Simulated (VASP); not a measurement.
## W7S16 (a cell with a defect): single point with PBEsol

The system is W7S16 (a cell with a defect).

```
CELL_PARAMETERS angstrom
6.30640 0.00000 0.00000
-3.15320 5.46150 0.00000
0.00000 0.00000 12.32300
ATOMIC_POSITIONS crystal
W 0.17318 0.83982 0.25009
W 0.66217 0.32727 0.25035
W 0.66482 0.84170 0.25030
W 0.33361 0.16669 0.75023
W 0.33395 0.66699 0.75031
W 0.83361 0.16694 0.75019
W 0.83384 0.66702 0.75020
S 0.16715 0.33361 0.62301
S 0.16740 0.83348 0.62279
S 0.66686 0.33364 0.62282
S 0.66708 0.83365 0.62286
S 0.33056 0.17196 0.12676
S 0.33572 0.67379 0.12388
S 0.83515 0.17200 0.12538
S 0.83213 0.66853 0.12637
S 0.16695 0.33345 0.87745
S 0.16731 0.83360 0.87773
S 0.66671 0.33319 0.87768
S 0.66733 0.83382 0.87766
S 0.33193 0.16716 0.37597
S 0.32967 0.66161 0.37172
S 0.83125 0.16789 0.37673
S 0.83272 0.66829 0.37411
```

```yaml
Program: VASP 6.6.1
Task: single point
Functional: PBEsol
Potentials_or_basis: VASP PAW PBE potentials, release 64 (W_sv, S)
Cutoff: 350 eV
k_mesh: 3 × 3 × 2
Occupations: gaussian, width 0.03 eV
Spin: collinear spin, ferromagnetic start
Starting_moments: "[0.0, 0.0, 0.0, 0.0, 0.0, 0.0, 0.0, 0.0, 0.0, 0.0, 0.0, 0.5, 0.5, 0.5, 0.0, 0.0, 0.0, 0.0, 0.0, 0.5, 0.5, 0.5, 0.0] μB"
```

```
Largest force                                         : 0.329 eV/Å
Band gap on the k mesh                                : none (metal or under the smearing width)
Net moment                                            : 0.78 μB per cell
Site moments                                          : W +0.01, +0.00; S +0.00, -0.00, +0.08 μB
Valence electrons inside the program's atomic spheres : W 12.09, 12.08, 12.10; S 3.70, 3.68, 3.71
```

Forces in eV/Å, atoms in the order of the input:
```
W    0.307  0.091  0.025
W   -0.050 -0.222 -0.090
W   -0.326  0.030  0.032
W   -0.019  0.024 -0.001
W   -0.011 -0.030 -0.001
W    0.026  0.019  0.003
W    0.011 -0.015  0.023
S   -0.005  0.003  0.009
S   -0.003  0.003  0.003
S    0.008 -0.012  0.006
S   -0.010  0.004 -0.011
S   -0.159  0.162 -0.148
S    0.004 -0.065 -0.135
S    0.180  0.138 -0.073
S    0.011 -0.008  0.003
S    0.001  0.004 -0.006
S   -0.004  0.000 -0.012
S    0.003  0.016 -0.011
S   -0.009 -0.001 -0.004
S   -0.089  0.052  0.126
S    0.001 -0.231  0.200
S    0.157  0.032  0.056
S   -0.022  0.005  0.006
```

Levels at points of the mesh, in eV from the Fermi level:
Spin up:
| k point | band 95 | band 96 | band 97 | band 98 | band 99 | band 100 | band 101 | band 102 |
| --- | --- | --- | --- | --- | --- | --- | --- | --- |
| (0.00, 0.00, 0.00) | -0.86 | -0.66 | -0.59 | 0.19 | 0.20 | 0.98 | 1.64 | 1.65 |
| (0.00, 0.00, 0.50) | -0.76 | -0.66 | -0.59 | 0.20 | 0.21 | 1.02 | 1.64 | 1.65 |
Spin down:
| k point | band 95 | band 96 | band 97 | band 98 | band 99 | band 100 |
| --- | --- | --- | --- | --- | --- | --- |
| (0.00, 0.00, 0.00) | -0.85 | -0.63 | -0.56 | 0.40 | 0.41 | 1.04 |
| (0.00, 0.00, 0.50) | -0.73 | -0.63 | -0.56 | 0.41 | 0.42 | 1.09 |

Wall time 6.2 min on 4 MPI ranks on Intel(R) Xeon(R) Platinum 8488C (Sapphire Rapids), on a shared host, peak memory 0.65 GiB a rank.

Caveat: the k mesh is coarse (spacing up to 0.38 Å⁻¹), so the values aren't converged; the cell is charged against a uniform background, so pressure and absolute levels hang on convention; the PAW data sets were made with another functional, which shifts forces and pressure a little. Spin-orbit coupling is left out, which matters for the levels of W.
